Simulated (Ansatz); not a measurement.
Level of theory: DFT PBE, scalar-relativistic, plane waves, PAW in Ansatz.

Structure of HgS:

```xyz
2
Lattice="0.0000 2.9957 2.9957 2.9957 0.0000 2.9957 2.9957 2.9957 0.0000" Properties=species:S:1:pos:R:3 pbc="T T T"
Hg    0.0000    0.0000    0.0000
S     1.4979    1.4979    1.4979
```

Settings: cutoff 420 eV, Γ-centred mesh 12×12×12 on the computed 2-atom cell, Gaussian smearing of 0.10 eV; no spin polarisation.

Levels along Γ–X–U | K–Γ–L–W–X, in eV from the Fermi level, sorted by energy at each point. Points in fractions of the primitive reciprocal vectors: Γ (0.000 0.000 0.000), X (-0.500 -0.500 0.000), U (-0.375 -0.375 0.250), K (-0.375 0.000 0.375), L (0.000 0.000 0.500), W (-0.500 -0.250 0.250).
```csv
point,"k (1/Å, with 2π)",band 11,band 12,band 13,band 14,band 15,band 16,band 17
Γ,0.000,-0.61,-0.07,-0.07,-0.07,6.03,6.03,6.03
-,0.150,-1.11,-0.19,-0.19,0.46,5.70,6.17,6.17
-,0.300,-1.79,-0.51,-0.51,1.20,5.05,6.55,6.55
-,0.449,-2.46,-0.93,-0.93,1.92,4.43,7.13,7.13
-,0.599,-3.14,-1.37,-1.37,2.50,3.96,7.85,7.85
-,0.749,-3.79,-1.76,-1.76,2.87,3.67,8.08,8.66
-,0.899,-4.34,-2.02,-2.02,3.02,3.54,8.22,9.44
X,1.049,-4.61,-2.12,-2.12,3.05,3.50,8.33,9.85
-,1.102,-4.62,-2.14,-2.11,3.06,3.53,8.32,9.77
-,1.155,-4.64,-2.19,-2.08,3.09,3.62,8.29,9.59
-,1.208,-4.66,-2.28,-2.04,3.12,3.77,8.24,9.35
-,1.261,-4.70,-2.37,-1.98,3.14,3.97,8.20,9.10
-,1.313,-4.74,-2.47,-1.91,3.15,4.20,8.15,8.85
-,1.367,-4.78,-2.55,-1.82,3.16,4.44,8.10,8.60
U,1.419,-4.80,-2.61,-1.73,3.15,4.68,7.97,8.37
K,1.419,-4.80,-2.61,-1.73,3.15,4.68,7.97,8.37
-,1.578,-4.64,-2.60,-1.39,3.03,5.26,7.20,7.75
-,1.737,-4.19,-2.30,-1.03,2.73,5.71,6.35,7.28
-,1.896,-3.56,-1.79,-0.69,2.28,5.68,6.16,6.91
-,2.055,-2.81,-1.18,-0.42,1.72,5.35,6.47,6.59
-,2.214,-1.99,-0.60,-0.22,1.10,5.39,6.30,6.45
-,2.373,-1.18,-0.21,-0.11,0.44,5.76,6.10,6.17
Γ,2.532,-0.61,-0.07,-0.07,-0.07,6.03,6.03,6.03
-,2.662,-1.05,-0.12,-0.12,0.30,5.85,6.09,6.09
-,2.791,-1.74,-0.24,-0.24,0.78,5.57,6.26,6.26
-,2.921,-2.49,-0.42,-0.42,1.15,5.47,6.47,6.47
-,3.051,-3.27,-0.60,-0.60,1.37,5.67,6.63,6.63
-,3.180,-4.02,-0.77,-0.77,1.46,6.09,6.70,6.70
-,3.310,-4.69,-0.88,-0.88,1.49,6.51,6.71,6.71
L,3.440,-5.09,-0.92,-0.92,1.50,6.70,6.71,6.71
-,3.546,-5.06,-1.09,-0.96,1.67,6.44,6.75,6.85
-,3.652,-4.98,-1.48,-1.08,2.08,6.08,6.69,7.13
-,3.758,-4.88,-1.91,-1.26,2.54,5.76,6.56,7.59
-,3.864,-4.79,-2.28,-1.50,2.96,5.53,6.44,8.14
-,3.970,-4.77,-2.50,-1.77,3.28,5.39,6.42,8.40
-,4.076,-4.80,-2.55,-2.02,3.48,5.31,6.52,8.08
W,4.181,-4.84,-2.52,-2.15,3.54,5.29,6.62,7.87
-,4.256,-4.83,-2.50,-2.15,3.51,5.09,6.85,7.89
-,4.331,-4.80,-2.44,-2.15,3.44,4.71,7.35,7.96
-,4.406,-4.75,-2.37,-2.14,3.34,4.32,7.94,8.05
-,4.481,-4.70,-2.28,-2.13,3.23,3.98,8.15,8.55
-,4.556,-4.66,-2.19,-2.12,3.14,3.72,8.24,9.14
-,4.631,-4.62,-2.14,-2.12,3.08,3.56,8.31,9.63
X,4.706,-4.61,-2.12,-2.12,3.05,3.50,8.33,9.85
```

Spin-orbit coupling is left out, which matters for the bands of heavy elements.

This zinc-blende form isn't the usual stable structure of the compound.

Cost: 1 run of about 0.55 core-minutes, on Arm Neoverse V1 (shared hosts).